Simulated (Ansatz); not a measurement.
Hf:

```xyz
1
Lattice="-1.6950 1.6521 1.6409 1.8765 -1.6516 1.8218 1.9411 1.8976 -1.6403" Properties=species:S:1:pos:R:3 pbc="T T T"
Hf    0.0000    0.0000    0.0000
```

This isn't the form of Hf at room conditions, which is hcp.

The cell isn't the ideal one: cell sheared at random, sigma 0.06, atoms nudged by 0.01 Å.

```yaml
Program: Ansatz 0.2.0
Task: relaxation of cell and atoms
Functional: BLYP
Potentials_or_basis: Ansatz PAW
Cutoff: "420 eV (not typed: the program's choice for these potentials)"
k_mesh: 11 × 10 × 10
Occupations: fermi-dirac, width 0.05 eV
Spin: no spin polarisation
```

At the start: volume 23.30 Å³/atom.

**Question.** Where does the relaxation end?

**Answer.** It ends after 14 steps and the volume is 23.12 Å³/atom (-0.8 %); space group I4/mmm (No. 139, to 0.05 Å).

The path:
| step | energy change (eV) | largest force (eV/Å) | volume (Å³) |
| --- | --- | --- | --- |
| 1 | 0.0000 | 0.0000 | 23.30 |
| 2 | -0.0550 | 0.0000 | 22.77 |
| 3 | -0.0883 | 0.0000 | 23.19 |
| 4 | -0.1069 | 0.0000 | 22.52 |
| 5 | -0.1300 | 0.0000 | 22.68 |
| 6 | -0.1544 | 0.0000 | 23.04 |
| 7 | -0.1613 | 0.0000 | 22.94 |
| 8 | -0.1663 | 0.0000 | 23.07 |
| 9 | -0.1663 | 0.0000 | 23.01 |
| 10 | -0.1663 | 0.0000 | 23.02 |
| 11 | -0.1719 | 0.0000 | 23.02 |
| 12 | -0.1730 | 0.0000 | 23.12 |
| 13 | -0.1731 | 0.0000 | 23.12 |
| 14 | -0.1731 | 0.0000 | 23.12 |

Final structure:
```xyz
1
Lattice="-2.2387 1.6151 1.6084 2.2646 -1.6333 1.5836 2.2738 1.5767 -1.6270" Properties=species:S:1:pos:R:3 pbc="T T T"
Hf    0.0000    0.0000    0.0000
```

Caveat: the plane-wave basis is chosen anew once the cell has moved, so the energies of steps on either side of that aren't comparable; the PAW data sets come from PBE, with cores solved anew for the run's functional, which leaves a small shift of forces and pressure.
